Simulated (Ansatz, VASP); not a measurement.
## Ba in VASP and in Ansatz

```
Ba
1.0
     3.91772    0.00000    0.00000
     0.00000    3.91772    0.00000
     0.00000    0.00000    3.91772
Ba
1
Cartesian
  0.0000 0.0000 0.0000
```

This isn't the form of Ba at room conditions, which is bcc.

Alike in both runs: task single point; functional PBEsol; k mesh 12 × 12 × 12; occupations gaussian, width 0.15 eV; no spin polarisation.

|  | VASP | Ansatz |
| --- | --- | --- |
| version | VASP 6.6.1 | Ansatz 0.2.0 |
| potentials or method | VASP PAW PBE potentials, release 64 (Ba_sv) | scalar-relativistic, plane waves, PAW |
| plane-wave cutoff (eV) | 520 | 420 |
| valence electrons in the cell | 10 | 10 |

```tsv
	VASP	Ansatz	Ansatz less VASP
gap on the k mesh at the Fermi level (eV)	none	none	-
pressure (GPa)	-0.4	-0.6	-0.12
```

A gap of «none» marks a metal or a gap that the smearing closes. With one functional, cell and mesh, what is left measures potentials, basis and numerics.

Caveats: the PAW data sets were made with another functional, which shifts forces and pressure a little (VASP). The runs have no spin-orbit coupling, so splittings on Ba are missing.
